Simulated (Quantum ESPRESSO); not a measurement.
## SiGe under changes of volume

One of the cells (21.291 Å³/atom); the others are scaled copies at fixed shape and fractional positions:

```
Ge Si
1.0
     3.90445    0.00000    0.00000
    -1.95223    3.38135    0.00000
     0.00000    0.00000    6.45078
Ge Si
2 2
Direct
  0.33333 0.66667 0.00039
  0.66667 0.33333 0.50039
  0.33333 0.66667 0.37461
  0.66667 0.33333 0.87461
```

The cell comes from a database or a generator and needn't be the stable form of this composition.

- Program: Quantum ESPRESSO 7.5
- Functional: LDA
- Potentials or basis: GBRV 1.5 LDA
- Cutoff: 612 eV
- Density cutoff: 4898 eV
- k mesh: 8 × 8 × 4
- Occupations: fermi-dirac, width 0.05 eV
- Spin: no spin polarisation

| volume (Å³/atom) | energy over the lowest point (meV/atom) | pressure (GPa) | gap on the mesh (eV) |
| --- | --- | --- | --- |
| 20.014 | 6.74 | 3.1 | 0.26 |
| 20.440 | 0.86 | 1.1 | 0.30 |
| 20.866 | 0.00 | -0.6 | 0.33 |
| 21.291 | 3.64 | -2.2 | 0.35 |
| 21.717 | 11.27 | -3.6 | 0.30 |
| 22.143 | ? | ? | ? |
| 22.569 | 36.87 | -6.0 | 0.19 |

What does the run at 22.143 Å³/atom give?

Energy over the lowest point 22.49 meV/atom; pressure -4.9 GPa; gap on the mesh 0.24 eV.

Worked out: A Birch-Murnaghan fit of order 3 (a polynomial in V^(-2/3)) to the other rows has its minimum at 20.73 Å³/atom with B0 = V·E''(V) = 85 GPa and B' = 4.6 at fixed shape and positions, which overstates the stiffness. It gives 22.48 meV/atom at 22.143 Å³/atom, against the run's 22.49, and -dE/dV = -4.8 GPa, against -4.9. A parabola through the other rows of the gap, of slope -3.1 eV per unit of ln V there, gives 0.26 eV, against the run's 0.24.

Energies are extrapolated to zero smearing.

A mesh can miss the band edges. Spin-orbit coupling on Ge is left out.
